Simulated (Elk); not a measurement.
The cell is COD entry 9008765, as deposited and not checked against the literature; nothing was relaxed.

A run on VN: DFT, PBE, all-electron APW+lo, Dirac cores, scalar-relativistic bands (Elk 11.2.3 with local patches). The input:

```
tasks
  0
  110
  115
  15

xctype
  20

rgkmax
  8.0

gmaxvr
  16.0

lmaxapw
  10

lmaxo
  8

lmaxi
  1

nrmtscf
  2.0

nempty
  8

epspot
  1e-06

epsengy
  1e-05

maxscl
  120

hmaxvr
  6.0

swidth
  0.001

reducebf
  0.5

spinpol
  .true.

tforce
  .true.

spincore
  .true.

sppath
  './'

avec
  0.00000000000 3.90039472123 3.90039472123
  3.90039472123 0.00000000000 3.90039472123
  3.90039472123 3.90039472123 0.00000000000

atoms
  2
  'V.in'
  1
  0.000000000000 0.000000000000 0.000000000000   0.000 0.000 1.000
  'N.in'
  1
  0.500000000000 0.500000000000 0.500000000000   0.000 0.000 0.000

ngridk
  12 12 12
```

Total energy and RMS change of the potential by loop (first and last loops):

| loop | E (Ha) | RMS ΔV (Ha) |
| --- | --- | --- |
| 1 | -1004.420556 | – |
| 2 | -1004.671295 | 2.79e+00 |
| 3 | -1005.498525 | 2.68e+00 |
| 4 | -1005.287101 | 1.10e+00 |
| 5 | -1004.948522 | 1.77e-01 |
| 53 | -1003.906978 | 2.50e-02 |
| 54 | -1004.507289 | 1.73e-02 |
| 55 | -1004.032783 | 1.41e-02 |
| 56 | -1004.179337 | 5.08e-03 |
| 57 | -1004.105638 | 3.67e-03 |
| 58 | -1004.164224 | 1.13e-03 |
| 59 | -1004.155224 | 2.61e-07 |
| 60 | -1004.155224 | – |

Messages:

```
Error(writeefg): lmaxi too small for calculating the EFG : 1
 Run the ground-state calculation again with lmaxi >= 2
```

Can this result be used?

In part. The ground state converged and stands; the field-gradient step (task 115) then stopped, since the gradient needs l = 2 in the inner part of the spheres and lmaxi = 1 leaves it out. lmaxi of 2 or more cures it.
